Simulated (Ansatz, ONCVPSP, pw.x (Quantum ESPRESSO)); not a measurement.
# What a changed setting does to a pw.x run (fcc Zr)

Potential: optimised norm-conserving Vanderbilt (ONCV), ONCVPSP 4.0.1.1 (patched build), PBEsol; core [Ar] 3d10, reference 4s2 4p6 4d2 5s2; waves: 4s+5s: rc 2.00 bohr, ncon 4, nbas 8, qcut 5.5 1/bohr, 2 projectors; 4p: rc 1.95 bohr, ncon 3, nbas 6, qcut 6 1/bohr, 2 projectors, debl 0.9 Ha; 4d: rc 1.75 bohr, ncon 4, nbas 9, qcut 6 1/bohr, local; local part: the d channel; core correction: Teter function, fcfact 4.5, rcfact 1.7. In the p channel the program set the typed energies aside and used -1.192, 0.250 Ha.

The reference run (k-mesh 13³, cutoffs 50/200 Ry, Fermi–Dirac 0.01 Ry, mixing_beta 0.4, conv_thr 1e-9, no spin) gives 0.44 GPa at 22.271 Å³/atom, where all-electron LAPW gives 0.28 GPa. This run, with its own iteration cap, changes smearing to mv.

```
&control
  calculation='scf', prefix='x', pseudo_dir='./', outdir='./tmp', tstress=.true., disk_io='none'
/
&system
  ibrav=0, nat=1, ntyp=1, ecutwfc=50, ecutrho=200, nbnd=14,
  occupations='smearing', smearing='mv', degauss=0.01
/
&electrons
  conv_thr=1e-09, mixing_beta=0.4, electron_maxstep=50
/
ATOMIC_SPECIES
Zr 1.0 Zr.UPF
CELL_PARAMETERS angstrom
  0.00000000 2.23307465 2.23307465
  2.23307465 0.00000000 2.23307465
  2.23307465 2.23307465 0.00000000
ATOMIC_POSITIONS crystal
Zr 0.0000 0.0000 0.0000
K_POINTS automatic
13 13 13 0 0 0
```

```bash
pw.x < Zr.scf.in > Zr.scf.out
```

Problem. How does the run end?

Solution. It converges in 7 iterations; the free energy moves by +46.7 meV/atom and the pressure by -0.38 GPa. This scheme is built to cancel the term in the square of the width that Fermi–Dirac smearing leaves in the F of a metal.

```
Message from routine setup:
     using ibrav=0 with symmetry is DISCOURAGED, use correct ibrav instead
     lattice parameter (alat)  =       5.9678  a.u.
     unit-cell volume          =     150.2922 (a.u.)^3
     number of electrons       =        12.00
     number of Kohn-Sham states=           14
     kinetic-energy cutoff     =      50.0000  Ry
     charge density cutoff     =     200.0000  Ry
     scf convergence threshold =      1.0E-09
     Exchange-correlation= PBESOL
     number of k points=    84  Marzari-Vanderbilt smearing, width (Ry)=  0.0100
     iteration #  1     ecut=    50.00 Ry     beta= 0.40
     total energy              =    -107.03637871 Ry
     estimated scf accuracy    <       0.01493724 Ry
     iteration #  2     ecut=    50.00 Ry     beta= 0.40
     total energy              =    -107.03685812 Ry
     estimated scf accuracy    <       0.00190600 Ry
     iteration #  3     ecut=    50.00 Ry     beta= 0.40
     total energy              =    -107.03712253 Ry
     estimated scf accuracy    <       0.00012222 Ry
     iteration #  4     ecut=    50.00 Ry     beta= 0.40
     total energy              =    -107.03712678 Ry
     estimated scf accuracy    <       0.00000214 Ry
     iteration #  5     ecut=    50.00 Ry     beta= 0.40
     total energy              =    -107.03712729 Ry
     estimated scf accuracy    <       0.00000009 Ry
     iteration #  6     ecut=    50.00 Ry     beta= 0.40
     total energy              =    -107.03712730 Ry
     estimated scf accuracy    <          1.1E-09 Ry
     iteration #  7     ecut=    50.00 Ry     beta= 0.40
     the Fermi energy is    14.4690 ev
!    total energy              =    -107.03712730 Ry
     estimated scf accuracy    <          2.2E-10 Ry
     smearing contrib. (-TS)   =      -0.00019182 Ry
     The total energy is F=E-TS. E is the sum of the following terms:
     one-electron contribution =     -16.39294778 Ry
     hartree contribution      =      13.89771930 Ry
     xc contribution           =     -26.31470912 Ry
     ewald contribution        =     -78.22699788 Ry
     convergence has been achieved in   7 iterations
          total   stress  (Ry/bohr**3)                   (kbar)     P=        0.61
     Message from routine punch:
     Nothing written, as per user request (disk_io='none')
```

The run took about 16 s on one core of a shared host (Intel(R) Xeon(R) Platinum 8259CL CPU @ 2.50GHz, 96 threads, 755 GiB, load 31).
